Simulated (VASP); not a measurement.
## Ge: relaxation of cell and atoms with PBEsol

The system is Ge.

```
Ge
1.0
     0.00000    2.82891    2.82891
     2.82891    0.00000    2.82891
     2.82891    2.82891    0.00000
Ge
2
Direct
  0.00000 0.00000 0.00000
  0.25000 0.25000 0.25000
```

| Quantity | Value |
| --- | --- |
| Program | VASP 6.6.1 |
| Task | relaxation of cell and atoms |
| Functional | PBEsol |
| Potentials or basis | VASP PAW PBE potentials, release 64 (Ge_d) |
| Cutoff | 600 eV |
| k mesh | 10 × 10 × 10 |
| Occupations | gaussian, width 0.03 eV |
| Spin | no spin polarisation |
| Further INCAR settings | ALGO = Normal; EDIFF = 1e-06; IBRION = 2; EDIFFG = -0.01; NSW = 90; ISIF = 3 |

```json
{
 "Relaxed volume": "22.85 Å³/atom",
 "Relaxed cell": "a = 4.013 Å, b = 4.013 Å, c = 4.013 Å, α = 60.00°, β = 60.00°, γ = 60.00°",
 "Space group after relaxing (to 0.05 Å)": "Fd-3m (No. 227)",
 "Energy gained by relaxing": "0.4 meV/atom",
 "Ionic steps": "3",
 "Pressure after relaxing": "0.0 GPa",
 "Band gap on the k mesh": "none (metal or under the smearing width)"
}
```

Step by step:
| step | energy change (eV) | largest force (eV/Å) | pressure (GPa) | volume (Å³) |
| --- | --- | --- | --- | --- |
| 1 | 0.0000 | 0.0000 | 0.59 | 45.28 |
| 2 | -0.0006 | 0.0000 | -0.10 | 45.83 |
| 3 | -0.0007 | 0.0000 | -0.02 | 45.70 |

Final structure:
```
CELL_PARAMETERS angstrom
0.00000 2.83760 2.83760
2.83760 0.00000 2.83760
2.83760 2.83760 0.00000
ATOMIC_POSITIONS crystal
Ge 0.00000 0.00000 0.00000
Ge 0.25000 0.25000 0.25000
```

Levels at points of the mesh, in eV from the Fermi level:
```
           k point  band 10  band 11  band 12  band 13  band 14  band 15  band 16  band 17  band 18
(0.00, 0.00, 0.00)   -24.50   -12.74    -0.10    -0.01    -0.01    -0.01     2.52     2.52     2.52
(0.50, 0.00, 0.00)   -24.48   -10.66    -7.59    -1.40    -1.40     0.09     3.70     3.70     6.95
(0.50, 0.50, 0.00)   -24.46    -8.88    -8.88    -3.07    -3.07     0.67     0.67     9.41     9.41
```

Wall time 62 s on 1 thread of Intel(R) Xeon(R) Platinum 8259CL CPU @ 2.50GHz (Skylake/Cascade Lake), with other jobs on the host, peak memory 0.19 GiB.

Caveat: the PAW data sets were made with another functional, which shifts forces and pressure a little; this crystal is a semiconductor, whose small gap the functional closes, so the metal is an error of the method. Zero-point motion and thermal expansion aren't in these numbers.
